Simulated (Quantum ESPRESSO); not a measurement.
HfB2: zone-centre phonons under several settings

```
Hf B
1.0
     3.14000    0.00000    0.00000
    -1.57000    2.71932    0.00000
     0.00000    0.00000    3.48000
Hf B
1 2
Cartesian
  0.0000 0.0000 0.0000
  1.5700 0.9064 1.7400
  0.0000 1.8129 1.7400
```

All runs used Quantum ESPRESSO 7.5; k mesh 10 × 10 × 8; relaxed cell; no spin polarisation.

```csv
level,potentials,cutoff (eV),occupations,volume (Å³/atom),lowest optical mode without the field (cm⁻¹),highest optical mode without the field (cm⁻¹)
PBEsol,GBRV 1.5 PBEsol,612,"methfessel-paxton, width 0.2 eV",9.76,449,822
PBE,GBRV 1.5 PBE,612,"methfessel-paxton, width 0.272 eV",?,?,?
LDA,JTH 2.0 LDA,490,"methfessel-paxton, width 0.2 eV",9.51,459,838
```

**Question.** What stands in the row left open?

**Answer.** Volume 9.97 Å³/atom; lowest optical mode without the field 437 cm⁻¹; highest optical mode without the field 803 cm⁻¹.

Caveats: the mesh is thin for the phonons of a metal; the cutoff is low for these files, which shifts pressure and relaxed volume (some runs).

For the row left open. Caveat: the mesh is thin for the phonons of a metal.
